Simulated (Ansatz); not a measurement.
Theory: DFT PBE, scalar-relativistic, plane waves, PAW in Ansatz 0.2.0. Settings: cutoff 420 eV, Γ-centred meshes spaced at most about 0.3 Å⁻¹, and about 0.25 Å⁻¹ or finer for metals (2π included), Gaussian smearing. No spin polarisation in the final relaxations.

All energies are static (0 K, no zero-point motion). All come from trial cells, and lower structures may exist.

Task: These unrelaxed guesses for As are each relaxed within their symmetry. Order them by the energy at which they end, lowest first.
A.

```xyz
1
Lattice="1.5084 -2.3638 0.0000 1.5084 2.3638 0.0000 0.0000 0.0000 2.1361" Properties=species:S:1:pos:R:3 pbc="T T T"
As    1.5084    0.0000    0.0000
```

B.

```xyz
1
Lattice="3.0804 0.0000 0.0000 0.0000 3.0804 0.0000 0.0000 0.0000 2.1132" Properties=species:S:1:pos:R:3 pbc="T T T"
As    1.5402    1.5402    1.0566
```

Result: B (ends in Pm-3m, simple cubic type, 0 meV/atom), A (ends in P6/mmm, simple hexagonal type, 166 meV/atom).

Cells relaxed within their symmetry can be saddle points. The part of the Crystallography Open Database at hand lists As in space groups No. 64, 166; no cell shown has one of them. Some types were kept out of the candidates beforehand, so the set may lack a known form.
